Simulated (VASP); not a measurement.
# Ru (Fd-3m) in VASP: further runs

Runs on Ru. Level: PBEsol. Tasks: single point, relaxation of cell and atoms.

Everything below comes from runs of VASP 6.6.1. Logs are shortened: lines on timing, memory, paths and dates and some standing lists are left out, and cuts for length are marked.

## Step 1: The crystal as given

Symmetry: Fd-3m, No. 227, cubic system. The conventional cell has a = 5.392 Å, b = 5.392 Å, c = 5.392 Å, α = 90.00°, β = 90.00°, γ = 90.00°. Ru (site symmetry -43m) has 4 Ru at 2.33 Å as nearest neighbours.

The cell was built by a generator and needn't be a form met in nature.

## Step 2: Single point, PBEsol

File INCAR:

```
PREC = Accurate
ENCUT = 520
EDIFF = 1E-6
ISMEAR = -1
SIGMA = 0.1
LREAL = F
LASPH = T
NELM = 60
ALGO = Normal
ISIF = 2
LWAVE = F
LCHARG = F
GGA = PS
NBANDS = 21
```

File KPOINTS:

```
Automatic mesh
0
Gamma
  10 10 10
```

File POSCAR:

```
Ru
1.0
    0.0000000000      2.6957717556      2.6957717556
    2.6957717556      0.0000000000      2.6957717556
    2.6957717556      2.6957717556      0.0000000000
Ru
2
Direct
    0.1250000000      0.1250000000      0.1250000000
    0.8750000000      0.8750000000      0.8750000000
```

Potentials or basis: VASP PAW PBE potentials, release 64 (Ru_pv).

On the command line:

```bash
$ cat potpaw_PBE.64/Ru_pv/POTCAR > POTCAR
$ mpirun -np 1 vasp_std > vasp.out
```

OUTCAR:

```text
PREC = Accurate
   ENCUT = 520
   EDIFF = 1E-6
   ISMEAR = -1
   LREAL = F
   LASPH = T
   NELM = 60
   ISIF = 2
   GGA = PS

 ion  position               nearest neighbor table
   1  0.125  0.125  0.125-   2 2.33   2 2.33   2 2.33   2 2.33
   2  0.875  0.875  0.875-   1 2.33   1 2.33   1 2.33   1 2.33

  LATTYP: Found a face centered cubic cell.
 ALAT       =     5.3915435112

  Lattice vectors:

 A1 = (   0.0000000000,   2.6957717556,   2.6957717556)
 A2 = (   2.6957717556,   0.0000000000,   2.6957717556)
 A3 = (   2.6957717556,   2.6957717556,   0.0000000000)

Analysis of symmetry for initial positions (statically):
=====================================================================
 Subroutine PRICEL returns:
 Original cell was already a primitive cell.

 Routine SETGRP: Setting up the symmetry group for a
 face centered cubic supercell.

 Subroutine GETGRP returns: Found 48 space group operations
 (whereof 12 operations were pure point group operations)
 out of a pool of 48 trial point group operations.

The static configuration has the point symmetry D_3d.
 The point group associated with its full space group is O_h .

Analysis of symmetry for dynamics (positions and initial velocities):
=====================================================================
 Subroutine PRICEL returns:
 Original cell was already a primitive cell.

 Routine SETGRP: Setting up the symmetry group for a
 face centered cubic supercell.

 Subroutine GETGRP returns: Found 48 space group operations
 (whereof 12 operations were pure point group operations)
 out of a pool of 48 trial point group operations.

The dynamic configuration has the point symmetry D_3d.
 The point group associated with its full space group is O_h .

 Subroutine INISYM returns: Found 48 space group operations
 (whereof 12 operations are pure point group operations),
 and found     1 'primitive' translations

----------------------------------------------------------------------------------------

                                     Primitive cell

  volume of cell :      39.1813

  direct lattice vectors                    reciprocal lattice vectors
     0.000000000  2.695771756  2.695771756    -0.185475643  0.185475643  0.185475643
     2.695771756  0.000000000  2.695771756     0.185475643 -0.185475643  0.185475643
     2.695771756  2.695771756  0.000000000     0.185475643  0.185475643 -0.185475643

  length of vectors
     3.812396978  3.812396978  3.812396978     0.321253237  0.321253237  0.321253237

  position of ions in fractional coordinates (direct lattice)
     0.125000000  0.125000000  0.125000000
     0.875000000  0.875000000  0.875000000

  ion indices of the primitive-cell ions
   primitive index   ion index
                 1           1
                 2           2

----------------------------------------------------------------------------------------

 KPOINTS: Automatic mesh

Automatic generation of k-mesh.
 Grid dimensions read from file:
 generate k-points for:   10   10   10

 Generating k-lattice:

  Cartesian coordinates                     Fractional coordinates (reciprocal lattice)
    -0.018547564  0.018547564  0.018547564     0.100000000  0.000000000  0.000000000
     0.018547564 -0.018547564  0.018547564     0.000000000  0.100000000  0.000000000
     0.018547564  0.018547564 -0.018547564     0.000000000  0.000000000  0.100000000

  Length of vectors
     0.032125324  0.032125324  0.032125324

  Shift w.r.t. Gamma in fractional coordinates (k-lattice)
     0.000000000  0.000000000  0.000000000

 Subroutine IBZKPT returns following result:
 ===========================================

 Found     47 irreducible k-points:

 Following reciprocal coordinates:
            Coordinates               Weight
  0.000000  0.000000  0.000000      1.000000
  0.100000  0.000000  0.000000      8.000000
  0.200000  0.000000  0.000000      8.000000
  0.300000  0.000000  0.000000      8.000000
  0.400000  0.000000  0.000000      8.000000
  0.500000  0.000000  0.000000      4.000000
[... 16 lines left out ...]
  0.300000  0.300000  0.000000      6.000000
  0.400000  0.300000  0.000000     24.000000
 [... further k-points ...]
   k-points           NKPTS =     47   k-points in BZ     NKDIM =     47   number of bands    NBANDS=     21
   number of dos      NEDOS =    301   number of ions     NIONS =      2
   total plane-waves  NPLWV =  21952
   dimension x,y,z NGX =    28 NGY =   28 NGZ =   28
   dimension x,y,z NGXF=    56 NGYF=   56 NGZF=   56
   ions per type =               2
   NGX,Y,Z   is equivalent  to a cutoff of  12.21, 12.21, 12.21 a.u.
   NGXF,Y,Z  is equivalent  to a cutoff of  24.42, 24.42, 24.42 a.u.
 SYSTEM =  unknown system
   PREC   = accura    normal or accurate (medium, high low for compatibility)
   ISTART =      0    job   : 0-new  1-cont  2-samecut
   ICHARG =      2    charge: 1-file 2-atom 10-const
   ISPIN  =      1    spin polarized calculation?
   LNONCOLLINEAR =      F non collinear calculations
   LSORBIT =      F    spin-orbit coupling
   LASPH  =      T    aspherical Exc in radial PAW
   ENCUT  =  520.0 eV  38.22 Ry    6.18 a.u.   7.09  7.09  7.09*2*pi/ulx,y,z
   NELM   =     60;   NELMIN=  2; NELMDL= -5     # of ELM steps
   EDIFF  = 0.1E-05   stopping-criterion for ELM
   LREAL  =      F    real-space projection
   EDIFFG = 0.1E-04   stopping-criterion for IOM
   NSW    =      0    number of steps for IOM
   IBRION =     -1    ionic relax: 0-MD 1-quasi-New 2-CG
   NFREE  =      0    steps in history (QN), initial steepest desc. (CG)
   ISIF   =      2    stress and relaxation
   ISYM   =      2    0-nonsym 1-usesym 2-fastsym
   POTIM  = 0.5000    time-step for ionic-motion
   TEBEG  =    0.0;   TEEND  =   0.0 temperature during run
   PSTRESS=    0.0 pullay stress
   NELECT =      28.0000    total number of electrons
   NUPDOWN=      -1.0000    fix difference up-down
   EMIN   =  10.00;   EMAX   =-10.00  energy-range for DOS
   EFERMI =   0.00;   METHOD = LEGACY
   ISMEAR =    -1;   SIGMA  =   0.10  broadening in eV -4-tet -1-fermi 0-gaus
   EFERMI_NEDOS =   21; number of points for ismear=-14 and -15
   IALGO  =     38    algorithm
   IMIX   =      4    mixing-type and parameters
     AMIX     =   0.40;   BMIX     =  1.00
     AMIX_MAG =   1.60;   BMIX_MAG =  1.00
  volume/ion in A,a.u.               =      19.59       132.20
  Fermi-wavevector in a.u.,A,eV,Ry     =   1.463640  2.765879 29.146989  2.142243
  Thomas-Fermi vector in A             =   2.579711
   LORBIT       =      0    0 simple, 1 ext, 2 COOP (PROOUT), +10 PAW based schemes
   GGA     = PS    functional components
   LHFCALC =     F    Hartree Fock is set to
   AEXX    =    0.0000 exact exchange contribution
   IVDW    =     0    specifies the selected vdW correction
   LEPSILON=     F    determine dielectric tensor
   LRPA    =     F    only Hartree local field effects (RPA)
 non-spin polarized calculation
  energy-cutoff  :      520.00
  volume of cell :       39.18
 maximum number of plane-waves:      1073
   NGX = 15   NGY = 15   NGZ = 15

 number of electron      27.9999988 magnetization

 Free energy of the ion-electron system (eV)
  ---------------------------------------------------
  ext. energy  EPLUGINS =         0.00000000
  ---------------------------------------------------
  free energy    TOTEN  =       -17.61948746 eV

  energy without entropy =      -17.56141481  energy(sigma->0) =      -17.59045113

 E-fermi :   7.3088     XC(G=0): -11.7136

 val. band max:        7.2376115389   @ k =   0.3000   0.1000   0.0000
 cond. band min:       7.3248558807   @ k =   0.4000   0.3000   0.0000
 fundamental gap:      0.0872443418
 Fermi energy:         7.3088397816

 k-point     1 :       0.0000    0.0000    0.0000
  band No.  band energies     occupation
      1     -35.8805      2.00000
      2     -35.8805      2.00000
      3     -35.8805      2.00000
      4     -34.9155      2.00000
      5     -34.9155      2.00000
      6     -34.9155      2.00000
[... 13 lines left out ...]
     20      19.9151      0.00000
     21      20.4469      0.00000

 k-point     2 :       0.1000    0.0000    0.0000
  band No.  band energies     occupation
      1     -35.8917      2.00000
      2     -35.8917      2.00000
      3     -35.8788      2.00000
      4     -34.9182      2.00000
      5     -34.9036      2.00000
      6     -34.9036      2.00000
[... 13 lines left out ...]
     20      18.5518      0.00000
     21      19.9054      0.00000

 k-point     3 :       0.2000    0.0000    0.0000
  band No.  band energies     occupation
      1     -35.9200      2.00000
      2     -35.9200      2.00000
      3     -35.8746      2.00000
      4     -34.9246      2.00000
      5     -34.8737      2.00000
      6     -34.8737      2.00000
[... 13 lines left out ...]
     20      18.0530      0.00000
     21      18.6712      0.00000

 k-point     4 :       0.3000    0.0000    0.0000
  band No.  band energies     occupation
      1     -35.9527      2.00000
      2     -35.9527      2.00000
      3     -35.8700      2.00000
      4     -34.9318      2.00000
      5     -34.8388      2.00000
      6     -34.8388      2.00000
[... 13 lines left out ...]
     20      18.0521      0.00000
     21      18.1130      0.00000

 k-point     5 :       0.4000    0.0000    0.0000
  band No.  band energies     occupation
      1     -35.9778      2.00000
      2     -35.9778      2.00000
      3     -35.8668      2.00000
      4     -34.9369      2.00000
      5     -34.8120      2.00000
      6     -34.8120      2.00000
[... 13 lines left out ...]
     20      18.0626      0.00000
     21      18.2286      0.00000
[... 382 lines left out ...]
     20      17.5758      0.00000
     21      18.0509      0.00000

 k-point    22 :      -0.2000    0.2000    0.0000
  band No.  band energies     occupation
      1     -36.0294      2.00000
      2     -35.9542      2.00000
      3     -35.7890      2.00000
      4     -35.0112      2.00000
      5     -34.8370      2.00000
      6     -34.7632      2.00000
[... 13 lines left out ...]
     20      18.0520      0.00000
     21      18.0532      0.00000

 k-point    23 :       0.3000    0.3000    0.0000
  band No.  band energies     occupation
      1     -36.0292      2.00000
      2     -36.0292      2.00000
      3     -35.6869      2.00000
      4     -35.1228      2.00000
      5     -34.7577      2.00000
      6     -34.7577      2.00000
[... 13 lines left out ...]
     20      15.5101      0.00000
     21      18.0206      0.00000

 k-point    24 :       0.4000    0.3000    0.0000
  band No.  band energies     occupation
      1     -36.0612      2.00000
      2     -36.0527      2.00000
      3     -35.6284      2.00000
      4     -35.1823      2.00000
      5     -34.7325      2.00000
      6     -34.7253      2.00000
[... 13 lines left out ...]
     20      14.3306      0.00000
     21      18.0464      0.00000

 [... further k-points ...]

------------------------ aborting loop because EDIFF is reached ----------------------------------------

  FORCE on cell =-STRESS in cart. coord.  units (eV):
  Direction    XX          YY          ZZ          XY          YZ          ZX
  --------------------------------------------------------------------------------------
  -------------------------------------------------------------------------------------
  Total        0.0697352      0.0697352      0.0697352      0.0000000      0.0000000     -0.0000000
  in kB        2.8515652      2.8515652      2.8515652      0.0000000      0.0000000     -0.0000000
  external PRESSURE =       2.8515652 kB  Pullay stress =       0.0000000 kB

 VOLUME and BASIS-vectors are now :
 -----------------------------------------------------------------------------
  energy-cutoff  :      520.00
  volume of cell :       39.18
      direct lattice vectors                 reciprocal lattice vectors
     0.000000000  2.695771756  2.695771756    -0.185475643  0.185475643  0.185475643
     2.695771756  0.000000000  2.695771756     0.185475643 -0.185475643  0.185475643
     2.695771756  2.695771756  0.000000000     0.185475643  0.185475643 -0.185475643

 POSITION                                       TOTAL-FORCE (eV/Angst)
 -----------------------------------------------------------------------------------
      0.67394      0.67394      0.67394         0.000000      0.000000      0.000000
      4.71760      4.71760      4.71760        -0.000000     -0.000000     -0.000000
 -----------------------------------------------------------------------------------
    total drift:                                0.000000     -0.000000     -0.000000

  FREE ENERGIE OF THE ION-ELECTRON SYSTEM (eV)
  ---------------------------------------------------
  free  energy   TOTEN  =       -17.6194874552 eV

  energy  without entropy=      -17.5614148077  energy(sigma->0) =      -17.59045113
```

It took 12 s on 1 thread of Intel Xeon 6975P-C (Granite Rapids), shared host; peak memory 0.16 GiB.

What came out:

```
Free energy            : -17.6195 eV
Pressure               : 0.3 GPa
Band gap on the k mesh : none (metal or under the smearing width)
```

Levels at points of the mesh, in eV from the Fermi level:
```tsv
k point	band 11	band 12	band 13	band 14	band 15	band 16	band 17	band 18
(0.00, 0.00, 0.00)	-3.32	-3.32	-0.49	-0.49	-0.49	1.97	1.97	10.74
(0.50, 0.00, 0.00)	-3.58	-3.32	-0.46	0.25	0.25	1.48	1.48	3.16
(0.50, 0.50, 0.00)	-1.42	-1.42	-1.32	-1.32	1.77	1.77	3.45	3.45
```

Caveat: the PAW data sets were made with another functional, which shifts forces and pressure a little.

## Step 3: Relaxation of cell and atoms, PBEsol

This run uses another cell than the first one, of 18.30 Å³/atom, 0.934 times its volume.

File INCAR:

```
SYSTEM = Ru
PREC     = Accurate       ! precision mode
ENCUT    = 600            ! plane-wave cutoff, eV
EDIFF    = 1E-6           ! SCF threshold, eV
ISMEAR   = -1             ! smearing method
SIGMA    = 0.1            ! smearing width, eV
LREAL    = .FALSE.        ! projectors in reciprocal space
LASPH    = .TRUE.         ! aspherical terms in the spheres
NELM     = 80             ! most SCF steps
ALGO     = Fast           ! electronic algorithm
ISIF     = 3              ! what is computed and relaxed
LWAVE    = .FALSE.        ! write WAVECAR
LCHARG   = .FALSE.        ! write CHGCAR
GGA      = PS             ! functional
IBRION   = 2              ! ionic algorithm
NSW      = 80             ! ionic steps
EDIFFG   = -0.01          ! ionic threshold
```

File KPOINTS:

```
regular mesh
0
G
  10 10 10
  0 0 0
```

File POSCAR:

```
Ru
1.0
    0.0000000000      2.6351714020      2.6351714020
    2.6351714020      0.0000000000      2.6351714020
    2.6351714020      2.6351714020      0.0000000000
Ru
2
Direct
    0.1250000000      0.1250000000      0.1250000000
    0.8750000000      0.8750000000      0.8750000000
```

Potentials or basis: VASP PAW PBE potentials, release 64 (Ru_pv).

On the command line:

```bash
$ cat potpaw_PBE.64/Ru_pv/POTCAR > POTCAR
$ mpirun -np 1 vasp_std > vasp.out
```

It took 59 s on 1 thread of Intel Xeon 6975P-C (Granite Rapids), shared host; peak memory 0.18 GiB.

The run converged. Its results:

```yaml
Free_energy: -17.6180 eV
Relaxed_volume: 19.63 Å³/atom
Relaxed_cell: a = 3.815 Å, b = 3.815 Å, c = 3.815 Å, α = 60.00°, β = 60.00°, γ = 60.00°
Space_group_after_relaxing_to_0.05_Å: Fd-3m (No. 227)
Energy_gained_by_relaxing: 58.1 meV/atom
Ionic_steps: 4
Pressure_after_relaxing: 0.0 GPa
Band_gap_on_the_k_mesh: none (metal or under the smearing width)
```

Step by step:
```tsv
step	energy change (eV)	largest force (eV/Å)	pressure (GPa)	volume (Å³)
1	0.0000	0.0000	15.10	36.60
2	0.4383	0.0000	-20.69	46.52
3	-0.1158	0.0000	-0.84	39.42
4	-0.1162	0.0000	-0.04	39.26
```

Final structure:
```
CELL_PARAMETERS angstrom
0.00000 2.69748 2.69748
2.69748 0.00000 2.69748
2.69748 2.69748 0.00000
ATOMIC_POSITIONS crystal
Ru 0.12500 0.12500 0.12500
Ru 0.87500 0.87500 0.87500
```

Levels at points of the mesh, in eV from the Fermi level:
| k point | band 12 | band 13 | band 14 | band 15 | band 16 | band 17 |
| --- | --- | --- | --- | --- | --- | --- |
| (0.00, 0.00, 0.00) | -3.31 | -0.49 | -0.49 | -0.49 | 1.96 | 1.96 |
| (0.50, 0.00, 0.00) | -3.31 | -0.46 | 0.25 | 0.25 | 1.47 | 1.47 |
| (0.50, 0.50, 0.00) | -1.42 | -1.32 | -1.32 | 1.77 | 1.77 | 3.45 |

Caveat: the PAW data sets were made with another functional, which shifts forces and pressure a little.
